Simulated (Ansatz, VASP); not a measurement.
Two plane-wave programs on C

File POSCAR:

```
C
1.0
    0.0000000000      1.7801417069      1.7801417069
    1.7801417069      0.0000000000      1.7801417069
    1.7801417069      1.7801417069      0.0000000000
C
2
Direct
    0.5421314773      0.4578685227      0.3736055680
    0.7500000000      0.7500000000      0.7500000000
```

The input INCAR.step1:

```
ALGO = Normal
EDIFF = 1E-4
ENCUT = 520
GGA = PE
ISMEAR = 0
LASPH = T
LCHARG = F
LREAL = F
LWAVE = T
NBANDS = 11
NELM = 60
PREC = Accurate
SIGMA = 0.05
```

The input INCAR.step2:

```
ALGO = Normal
EDIFF = 1E-7
ENCUT = 520
ISIF = 2
ISMEAR = 0
ISTART = 1
LASPH = T
LCHARG = T
LELF = T
LMIXTAU = T
LREAL = F
LVHAR = T
LWAVE = F
METAGGA = R2SCAN
NBANDS = 11
NELM = 60
PREC = Accurate
SIGMA = 0.05
```

The input KPOINTS:

```
k-points
0
Gamma
  12 12 12
```

Input for Ansatz:

```yaml
crystal:
  lattice:
    - [0.0, 1.7801417069, 1.7801417069]
    - [1.7801417069, 0.0, 1.7801417069]
    - [1.7801417069, 1.7801417069, 0.0]
  atoms:
    - { symbol: C, position: [0.5421314773, 0.4578685227, 0.373605568] }
    - { symbol: C, position: [0.75, 0.75, 0.75] }
basis:
  ecutwfc: 500
kpoints:
  mp_grid: { grid: [12, 12, 12] }
hamiltonian:
  xc: r2scan
scf:
  occupations: { method: gaussian, width: 0.05 }
output:
  forces: true
  stress: true
  eigenvalues: true
```

Alike in both runs: task single point; functional r2SCAN; k mesh 12 × 12 × 12; occupations gaussian, width 0.05 eV; no spin polarisation.

```csv
,VASP,Ansatz
version,VASP 6.6.1,Ansatz 0.2.0
potentials or method,"VASP PAW PBE potentials, release 64 (C)","scalar-relativistic, plane waves, PAW"
plane-wave cutoff (eV),520,500
valence electrons in the cell,8,8
```

Ansatz gave:

* gap on the k mesh at the Fermi level (eV): none
* rms of the force components (eV/Å): 6.838

Problem. Which values does VASP return?

Solution. gap on the k mesh at the Fermi level (eV): none; rms of the force components (eV/Å): 6.867.

Atom by atom the forces differ by 0.032 eV/Å (rms over components). A gap of «none» marks a metal or a gap that the smearing closes. With one functional, cell and mesh, what is left measures potentials, basis and numerics.

Caveats: the PAW data sets were made with another functional, which shifts forces and pressure a little (VASP).
